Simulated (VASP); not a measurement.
# BAs (F-43m) in VASP: notebook

The runs below take BAs through single point, with PBE.

Everything below comes from runs of VASP 6.6.1. Logs are shortened: lines on timing, memory, paths and dates and some standing lists are left out, and cuts for length are marked.

## 1. The structure

It takes space group F-43m (No. 216, cubic). The conventional cell has a = 4.777 Å, b = 4.777 Å, c = 4.777 Å, α = 90.00°, β = 90.00°, γ = 90.00°. As (site symmetry -43m) is surrounded by 4 B at 2.07 Å. B (site symmetry -43m) has 4 As at 2.07 Å as nearest neighbours.

## 2. Single point, PBE, spin-orbit coupling, no magnetisation

INCAR reads:

```
SYSTEM = BAs
ALGO = Normal
EDIFF = 1E-7
ENCUT = 520
GGA = PE
GGA_COMPAT = .False.
ISIF = 2
ISMEAR = 0
LASPH = .True.
LCHARG = .False.
LNONCOLLINEAR = .True.
LORBIT = 11
LREAL = .False.
LSORBIT = .True.
LWAVE = .False.
MAGMOM = 0 0 0 0 0 0
NBANDS = 24
NELM = 100
PREC = Accurate
SIGMA = 0.02
```

KPOINTS reads:

```
k-points
0
Gamma
  6 6 6
  0 0 0
```

POSCAR reads:

```
BAs
1.0
    0.0000000000      2.3885000000      2.3885000000
    2.3885000000      0.0000000000      2.3885000000
    2.3885000000      2.3885000000      0.0000000000
As B
1 1
Direct
    0.7500000000      0.7500000000      0.7500000000
    0.0000000000      0.0000000000      0.0000000000
```

Potentials or basis: VASP PAW PBE potentials, release 64 (As, B).

Started as:

```sh
$ cat potpaw_PBE.64/As/POTCAR potpaw_PBE.64/B/POTCAR > POTCAR
$ mpirun -np 1 vasp_ncl > vasp.out
```

OUTCAR:

```text
SYSTEM = BAs
   EDIFF = 1E-7
   ENCUT = 520
   GGA = PE
   ISIF = 2
   ISMEAR = 0
   LASPH = .True.
   LNONCOLLINEAR = .True.
   LORBIT = 11
   LREAL = .False.
   LSORBIT = .True.
   NELM = 100
   PREC = Accurate

 Found     22 irreducible k-points:

 Following reciprocal coordinates:
            Coordinates               Weight
  0.000000  0.000000  0.000000      1.000000
  0.166667  0.000000  0.000000      4.000000
 -0.166667  0.000000  0.000000      4.000000
  0.333333  0.000000  0.000000      4.000000
 -0.333333  0.000000  0.000000      4.000000
  0.500000  0.000000  0.000000      4.000000
   k-points           NKPTS =     22   k-points in BZ     NKDIM =     22   number of bands    NBANDS=     24
   number of dos      NEDOS =    301   number of ions     NIONS =      2
   total plane-waves  NPLWV =  21952
   dimension x,y,z NGX =    28 NGY =   28 NGZ =   28
   dimension x,y,z NGXF=    56 NGYF=   56 NGZF=   56
   ions per type =               1   1
   NGX,Y,Z   is equivalent  to a cutoff of  13.78, 13.78, 13.78 a.u.
   NGXF,Y,Z  is equivalent  to a cutoff of  27.56, 27.56, 27.56 a.u.
 SYSTEM =  BAs
   PREC   = accura    normal or accurate (medium, high low for compatibility)
   ISTART =      0    job   : 0-new  1-cont  2-samecut
   ICHARG =      2    charge: 1-file 2-atom 10-const
   ISPIN  =      1    spin polarized calculation?
   LNONCOLLINEAR =      T non collinear calculations
   LSORBIT =      T    spin-orbit coupling
   LASPH  =      T    aspherical Exc in radial PAW
   ENCUT  =  520.0 eV  38.22 Ry    6.18 a.u.   6.28  6.28  6.28*2*pi/ulx,y,z
   NELM   =    100;   NELMIN=  2; NELMDL= -5     # of ELM steps
   EDIFF  = 0.1E-06   stopping-criterion for ELM
   LREAL  =      F    real-space projection
   EDIFFG = 0.1E-05   stopping-criterion for IOM
   NSW    =      0    number of steps for IOM
   IBRION =     -1    ionic relax: 0-MD 1-quasi-New 2-CG
   NFREE  =      0    steps in history (QN), initial steepest desc. (CG)
   ISIF   =      2    stress and relaxation
   ISYM   =      2    0-nonsym 1-usesym 2-fastsym
   POTIM  = 0.5000    time-step for ionic-motion
   TEBEG  =    0.0;   TEEND  =   0.0 temperature during run
   PSTRESS=    0.0 pullay stress
   NELECT =       8.0000    total number of electrons
   NUPDOWN=      -1.0000    fix difference up-down
   EMIN   =  10.00;   EMAX   =-10.00  energy-range for DOS
   EFERMI =   0.00;   METHOD = LEGACY
   ISMEAR =     0;   SIGMA  =   0.02  broadening in eV -4-tet -1-fermi 0-gaus
   EFERMI_NEDOS =   21; number of points for ismear=-14 and -15
   IALGO  =     38    algorithm
   IMIX   =      4    mixing-type and parameters
     AMIX     =   0.40;   BMIX     =  1.00
     AMIX_MAG =   1.60;   BMIX_MAG =  1.00
  volume/ion in A,a.u.               =      13.63        91.95
  Fermi-wavevector in a.u.,A,eV,Ry     =   1.088018  2.056057 16.106360  1.183784
  Thomas-Fermi vector in A             =   2.224191
   LORBIT       =     11    0 simple, 1 ext, 2 COOP (PROOUT), +10 PAW based schemes
[... 191 lines left out ...]
  energy-cutoff  :      520.00
  volume of cell :       27.25
      direct lattice vectors                 reciprocal lattice vectors
     0.000000000  2.388500000  2.388500000    -0.209336404  0.209336404  0.209336404
     2.388500000  0.000000000  2.388500000     0.209336404 -0.209336404  0.209336404
     2.388500000  2.388500000  0.000000000     0.209336404  0.209336404 -0.209336404

 POSITION                                       TOTAL-FORCE (eV/Angst)
 -----------------------------------------------------------------------------------
      3.58275      3.58275      3.58275         0.000000      0.000000      0.000000
      0.00000      0.00000      0.00000        -0.000000     -0.000000     -0.000000
 -----------------------------------------------------------------------------------
    total drift:                                0.000000      0.000000      0.000000

  FREE ENERGIE OF THE ION-ELECTRON SYSTEM (eV)
  ---------------------------------------------------
  free  energy   TOTEN  =       -11.3982673468 eV

  energy  without entropy=      -11.3982673468  energy(sigma->0) =      -11.39826735

 Spin-Orbit-Coupling matrix elements

 Ion:    1  E_soc:     -0.0213616
 l=   1
     0.0000000    -0.0035334    -0.0035334
    -0.0035334     0.0000000    -0.0035334
    -0.0035334    -0.0035334     0.0000000
 l=   2
     0.0000000    -0.0000137     0.0000000    -0.0000137    -0.0000131
    -0.0000137     0.0000000    -0.0000098    -0.0000137    -0.0000033
     0.0000000    -0.0000098     0.0000000    -0.0000098     0.0000000
    -0.0000137    -0.0000137    -0.0000098     0.0000000    -0.0000033
    -0.0000131    -0.0000033     0.0000000    -0.0000033     0.0000000
 l=   3
     0.0000000     0.0000000     0.0000000     0.0000000     0.0000000     0.0000000     0.0000000
     0.0000000     0.0000000     0.0000000     0.0000000     0.0000000     0.0000000     0.0000000
     0.0000000     0.0000000     0.0000000     0.0000000     0.0000000     0.0000000     0.0000000
     0.0000000     0.0000000     0.0000000     0.0000000     0.0000000     0.0000000     0.0000000
     0.0000000     0.0000000     0.0000000     0.0000000     0.0000000     0.0000000     0.0000000
     0.0000000     0.0000000     0.0000000     0.0000000     0.0000000     0.0000000     0.0000000
     0.0000000     0.0000000     0.0000000     0.0000000     0.0000000     0.0000000     0.0000000

 Ion:    2  E_soc:     -0.0000082
 l=   1
     0.0000000    -0.0000014    -0.0000014
    -0.0000014     0.0000000    -0.0000014
    -0.0000014    -0.0000014     0.0000000
 l=   2
     0.0000000     0.0000000     0.0000000     0.0000000     0.0000000
     0.0000000     0.0000000     0.0000000     0.0000000     0.0000000
     0.0000000     0.0000000     0.0000000     0.0000000     0.0000000
     0.0000000     0.0000000     0.0000000     0.0000000     0.0000000
     0.0000000     0.0000000     0.0000000     0.0000000     0.0000000
 l=   3
     0.0000000     0.0000000     0.0000000     0.0000000     0.0000000     0.0000000     0.0000000
     0.0000000     0.0000000     0.0000000     0.0000000     0.0000000     0.0000000     0.0000000
     0.0000000     0.0000000     0.0000000     0.0000000     0.0000000     0.0000000     0.0000000
     0.0000000     0.0000000     0.0000000     0.0000000     0.0000000     0.0000000     0.0000000
     0.0000000     0.0000000     0.0000000     0.0000000     0.0000000     0.0000000     0.0000000
     0.0000000     0.0000000     0.0000000     0.0000000     0.0000000     0.0000000     0.0000000
     0.0000000     0.0000000     0.0000000     0.0000000     0.0000000     0.0000000     0.0000000

 total charge

# of ion       s       p       d       tot
------------------------------------------
    1        1.171   1.666   0.088   2.925
    2        0.657   1.183   0.000   1.841
--------------------------------------------------
tot          1.828   2.849   0.088   4.766

 magnetization (x)

# of ion       s       p       d       tot
------------------------------------------
    1        0.000  -0.000  -0.000  -0.000
    2        0.000  -0.000   0.000   0.000
--------------------------------------------------
tot          0.000  -0.000  -0.000  -0.000

 magnetization (y)

# of ion       s       p       d       tot
------------------------------------------
    1        0.000   0.000   0.000   0.000
    2        0.000   0.000   0.000   0.000
--------------------------------------------------
tot          0.000   0.000   0.000   0.000

 magnetization (z)

# of ion       s       p       d       tot
------------------------------------------
    1       -0.000   0.000  -0.000  -0.000
    2        0.000  -0.000   0.000  -0.000
--------------------------------------------------
tot          0.000  -0.000  -0.000  -0.000
```

stdout:

```text
POSCAR found type information on POSCAR AsB
 POSCAR found :  2 types and       2 ions
 scaLAPACK will be used
 LDA part: xc-table for (Slater+PW92), standard interpolation
 POSCAR, INCAR and KPOINTS ok, starting setup
 FFT: planning ... GRIDC
 FFT: planning ... GRID_SOFT
 FFT: planning ... GRID
 WAVECAR not read
 entering main loop
```

It took 48 s on 1 thread of Intel Xeon Platinum 8259CL at 2.50GHz (Skylake/Cascade Lake), shared host; peak memory 0.24 GiB.

The run converged, but some of its settings lie outside the range that counts as converged, so its numbers aren't taken as properties of the crystal.

Results:

* Free energy: -11.3983 eV
* Pressure: 3.5 GPa
* Valence electrons inside the program's atomic spheres: As 2.92; B 1.84

Caveat: the k mesh is coarse (spacing up to 0.38 Å⁻¹), so the values aren't converged.

## 3. Single point, PBE, spin-orbit coupling, no magnetisation

Changes to INCAR since step 2:

```diff
@@ -2,4 +2,4 @@
 ALGO = Normal
-EDIFF = 1E-7
-ENCUT = 520
+EDIFF = 0.001
+ENCUT = 400
 GGA = PE
```

KPOINTS reads:

```
k-points
0
Gamma
  7 7 7
  0 0 0
```

POSCAR is that of step 2.

Potentials or basis: VASP PAW PBE potentials, release 64 (As, B).

Started as:

```sh
$ cat potpaw_PBE.64/As/POTCAR potpaw_PBE.64/B/POTCAR > POTCAR
$ mpirun -np 1 vasp_ncl > vasp.out
```

OUTCAR:

```text
SYSTEM = BAs
   EDIFF = 0.001
   ENCUT = 400
   GGA = PE
   ISIF = 2
   ISMEAR = 0
   LASPH = .True.
   LNONCOLLINEAR = .True.
   LORBIT = 11
   LREAL = .False.
   LSORBIT = .True.
   NELM = 100
   PREC = Accurate

 Found     30 irreducible k-points:

 Following reciprocal coordinates:
            Coordinates               Weight
  0.000000  0.000000  0.000000      1.000000
  0.142857  0.000000  0.000000      4.000000
 -0.142857  0.000000  0.000000      4.000000
  0.285714  0.000000  0.000000      4.000000
 -0.285714  0.000000  0.000000      4.000000
  0.428571  0.000000  0.000000      4.000000
[... 286 lines left out ...]
     0.0000000     0.0000000     0.0000000     0.0000000     0.0000000
 l=   3
     0.0000000     0.0000000     0.0000000     0.0000000     0.0000000     0.0000000     0.0000000
     0.0000000     0.0000000     0.0000000     0.0000000     0.0000000     0.0000000     0.0000000
     0.0000000     0.0000000     0.0000000     0.0000000     0.0000000     0.0000000     0.0000000
     0.0000000     0.0000000     0.0000000     0.0000000     0.0000000     0.0000000     0.0000000
     0.0000000     0.0000000     0.0000000     0.0000000     0.0000000     0.0000000     0.0000000
     0.0000000     0.0000000     0.0000000     0.0000000     0.0000000     0.0000000     0.0000000
     0.0000000     0.0000000     0.0000000     0.0000000     0.0000000     0.0000000     0.0000000

 total charge

# of ion       s       p       d       tot
------------------------------------------
    1        1.172   1.664   0.088   2.924
    2        0.659   1.181   0.000   1.840
--------------------------------------------------
tot          1.831   2.845   0.088   4.765

 magnetization (x)

# of ion       s       p       d       tot
------------------------------------------
    1        0.000   0.000   0.000   0.000
    2        0.000  -0.000   0.000   0.000
--------------------------------------------------
tot          0.000  -0.000   0.000   0.000

 magnetization (y)

# of ion       s       p       d       tot
------------------------------------------
    1        0.000   0.000   0.000   0.000
    2        0.000   0.000   0.000   0.000
--------------------------------------------------
tot          0.000   0.000   0.000   0.000

 magnetization (z)

# of ion       s       p       d       tot
------------------------------------------
    1        0.000  -0.000   0.000  -0.000
    2        0.000  -0.000   0.000  -0.000
--------------------------------------------------
tot          0.000  -0.000   0.000  -0.000
```

It took 30 s on 1 thread of Intel Xeon Platinum 8259CL at 2.50GHz (Skylake/Cascade Lake), shared host; peak memory 0.2 GiB.

The run converged, but some of its settings lie outside the range that counts as converged, so its numbers aren't taken as properties of the crystal.

What came out:

```yaml
Free_energy: -11.4097 eV
Pressure: 3.3 GPa
Valence_electrons_inside_the_program's_atomic_spheres: As 2.92; B 1.84
```

## 4. Single point, PBE, spin-orbit coupling, no magnetisation

Changes to INCAR since step 3:

```diff
@@ -2,3 +2,3 @@
 ALGO = Normal
-EDIFF = 0.001
+EDIFF = 1E-5
 ENCUT = 400
```

KPOINTS is that of step 3.

POSCAR is that of step 3.

Potentials or basis: VASP PAW PBE potentials, release 64 (As, B).

Started as:

```sh
$ cat potpaw_PBE.64/As/POTCAR potpaw_PBE.64/B/POTCAR > POTCAR
$ mpirun -np 1 vasp_ncl > vasp.out
```

OUTCAR:

```text
SYSTEM = BAs
   EDIFF = 1E-5
   ENCUT = 400
   GGA = PE
   ISIF = 2
   ISMEAR = 0
   LASPH = .True.
   LNONCOLLINEAR = .True.
   LORBIT = 11
   LREAL = .False.
   LSORBIT = .True.
   NELM = 100
   PREC = Accurate

 Found     30 irreducible k-points:

 Following reciprocal coordinates:
            Coordinates               Weight
  0.000000  0.000000  0.000000      1.000000
  0.142857  0.000000  0.000000      4.000000
 -0.142857  0.000000  0.000000      4.000000
  0.285714  0.000000  0.000000      4.000000
 -0.285714  0.000000  0.000000      4.000000
  0.428571  0.000000  0.000000      4.000000
   k-points           NKPTS =     30   k-points in BZ     NKDIM =     30   number of bands    NBANDS=     24
   number of dos      NEDOS =    301   number of ions     NIONS =      2
   total plane-waves  NPLWV =  13824
   dimension x,y,z NGX =    24 NGY =   24 NGZ =   24
   dimension x,y,z NGXF=    48 NGYF=   48 NGZF=   48
   ions per type =               1   1
   NGX,Y,Z   is equivalent  to a cutoff of  11.81, 11.81, 11.81 a.u.
   NGXF,Y,Z  is equivalent  to a cutoff of  23.62, 23.62, 23.62 a.u.
 SYSTEM =  BAs
   PREC   = accura    normal or accurate (medium, high low for compatibility)
   ISTART =      0    job   : 0-new  1-cont  2-samecut
   ICHARG =      2    charge: 1-file 2-atom 10-const
   ISPIN  =      1    spin polarized calculation?
   LNONCOLLINEAR =      T non collinear calculations
   LSORBIT =      T    spin-orbit coupling
[... 255 lines left out ...]
     0.0000000     0.0000000     0.0000000     0.0000000     0.0000000     0.0000000     0.0000000
     0.0000000     0.0000000     0.0000000     0.0000000     0.0000000     0.0000000     0.0000000
     0.0000000     0.0000000     0.0000000     0.0000000     0.0000000     0.0000000     0.0000000

 Ion:    2  E_soc:     -0.0000091
 l=   1
     0.0000000    -0.0000015    -0.0000015
    -0.0000015     0.0000000    -0.0000015
    -0.0000015    -0.0000015     0.0000000
 l=   2
     0.0000000     0.0000000     0.0000000     0.0000000     0.0000000
     0.0000000     0.0000000     0.0000000     0.0000000     0.0000000
     0.0000000     0.0000000     0.0000000     0.0000000     0.0000000
     0.0000000     0.0000000     0.0000000     0.0000000     0.0000000
     0.0000000     0.0000000     0.0000000     0.0000000     0.0000000
 l=   3
     0.0000000     0.0000000     0.0000000     0.0000000     0.0000000     0.0000000     0.0000000
     0.0000000     0.0000000     0.0000000     0.0000000     0.0000000     0.0000000     0.0000000
     0.0000000     0.0000000     0.0000000     0.0000000     0.0000000     0.0000000     0.0000000
     0.0000000     0.0000000     0.0000000     0.0000000     0.0000000     0.0000000     0.0000000
     0.0000000     0.0000000     0.0000000     0.0000000     0.0000000     0.0000000     0.0000000
     0.0000000     0.0000000     0.0000000     0.0000000     0.0000000     0.0000000     0.0000000
     0.0000000     0.0000000     0.0000000     0.0000000     0.0000000     0.0000000     0.0000000

 total charge

# of ion       s       p       d       tot
------------------------------------------
    1        1.172   1.664   0.089   2.925
    2        0.659   1.181   0.000   1.840
--------------------------------------------------
tot          1.831   2.845   0.089   4.765

 magnetization (x)

# of ion       s       p       d       tot
------------------------------------------
    1       -0.000  -0.000   0.000  -0.000
    2       -0.000   0.000   0.000   0.000
--------------------------------------------------
tot         -0.000   0.000   0.000   0.000

 magnetization (y)

# of ion       s       p       d       tot
------------------------------------------
    1        0.000  -0.000  -0.000  -0.000
    2       -0.000   0.000   0.000  -0.000
--------------------------------------------------
tot         -0.000  -0.000  -0.000  -0.000

 magnetization (z)

# of ion       s       p       d       tot
------------------------------------------
    1       -0.000  -0.000   0.000   0.000
    2        0.000   0.000   0.000   0.000
--------------------------------------------------
tot          0.000   0.000   0.000   0.000
```

stdout:

```text
POSCAR found type information on POSCAR AsB
 POSCAR found :  2 types and       2 ions
 scaLAPACK will be used
 LDA part: xc-table for (Slater+PW92), standard interpolation
 POSCAR, INCAR and KPOINTS ok, starting setup
 FFT: planning ... GRIDC
 FFT: planning ... GRID_SOFT
 FFT: planning ... GRID
 WAVECAR not read
 entering main loop
```

Run time: 43 s. Hardware: 1 thread of Intel Xeon Platinum 8259CL at 2.50GHz (Skylake/Cascade Lake), shared host; peak memory 0.2 GiB.

The run converged, but some of its settings lie outside the range that counts as converged, so its numbers aren't taken as properties of the crystal.

Results:

```
Free energy                                           : -11.4099 eV
Pressure                                              : 3.5 GPa
Valence electrons inside the program's atomic spheres : As 2.92; B 1.84
```
